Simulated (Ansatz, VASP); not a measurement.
Sn: VASP beside Ansatz

```
CELL_PARAMETERS angstrom
-1.87240 1.87240 1.87240
1.87240 -1.87240 1.87240
1.87240 1.87240 -1.87240
ATOMIC_POSITIONS crystal
Sn 0.00000 0.00000 0.00000
```

Alike in both runs: functional PBEsol; k mesh 16 × 16 × 16; occupations gaussian, width 0.1 eV; no spin polarisation.

Ansatz relaxed the structure, and its values are those at the end. VASP's run is a single point on that final structure, the one shown.

|  | VASP | Ansatz |
| --- | --- | --- |
| version | VASP 6.6.1 | Ansatz 0.2.0 |
| potentials or method | VASP PAW PBE potentials, release 64 (Sn_d) | scalar-relativistic, plane waves, PAW |
| plane-wave cutoff (eV) | 520 | 420 |
| valence electrons in the cell | 14 | 14 |

Ansatz gave:

| Quantity | Value |
| --- | --- |
| gap on the k mesh at the Fermi level (eV) | none |
| pressure (GPa) | 0.0 |

**Question.** What did VASP give for the same quantities?

**Answer.** gap on the k mesh at the Fermi level (eV): none; pressure (GPa): -0.1.

A gap of «none» marks a metal or a gap that the smearing closes. With one functional, cell and mesh, what is left measures potentials, basis and numerics.

Caveats: the PAW data sets were made with another functional, which shifts forces and pressure a little (VASP).
